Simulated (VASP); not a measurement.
Write the native input for VASP 6.6.1 that does the following.

| Quantity | Value |
| --- | --- |
| Task | relaxation of cell and atoms |
| Functional | PBE |
| Dispersion | D4 |
| Potentials or basis | VASP PAW PBE potentials, release 64 (Pb_d) |
| Cutoff | 600 eV |
| k mesh | 9 × 9 × 9 |
| Occupations | fermi-dirac, width 0.05 eV |
| Spin | no spin polarisation |
| Further INCAR settings | ALGO = Normal; EDIFF = 1e-06; IBRION = 2; EDIFFG = -0.01; NSW = 60; ISIF = 3 |

The structure of Pb lies in POSCAR:

```
Pb
1.0
    0.0000000000      2.4750200000      2.4750200000
    2.4750200000      0.0000000000      2.4750200000
    2.4750200000      2.4750200000      0.0000000000
Pb
1
Direct
    0.0000000000      0.0000000000      0.0000000000
```

One way to write it, as run:

INCAR

```
PREC = Accurate ; ENCUT = 600
EDIFF = 1E-6 ; ISMEAR = -1
SIGMA = 0.05 ; LREAL = F
LASPH = T ; NELM = 60
ALGO = Normal ; ISIF = 3
LWAVE = F ; LCHARG = F
GGA = PE ; IVDW = 13
IBRION = 2 ; NSW = 60
EDIFFG = -0.01
```

KPOINTS

```
Automatic mesh
0
Gamma
  9 9 9
```

Potentials or basis: VASP PAW PBE potentials, release 64 (Pb_d).

Command:

```console
$ cat potpaw_PBE.64/Pb_d/POTCAR > POTCAR
$ mpirun -np 1 vasp_std > vasp.out
```

It gave:

- Relaxed volume: 30.39 Å³/atom
- Relaxed cell: a = 3.503 Å, b = 3.503 Å, c = 3.503 Å, α = 60.00°, β = 60.00°, γ = 60.00°
- Space group after relaxing (to 0.05 Å): Fm-3m (No. 225)
- Energy gained by relaxing: 0.0 meV/atom
- Ionic steps: 2
- Pressure after relaxing: 0.0 GPa
- Band gap on the k mesh: none (metal or under the smearing width)
- Dispersion energy per atom: -0.430 eV

Caveat: pairwise dispersion overbinds metals, which lowers pressure and volume.

It took 18 s on 1 thread of Intel(R) Xeon(R) Platinum 8488C (Sapphire Rapids) (shared host), peak memory 0.17 GiB.
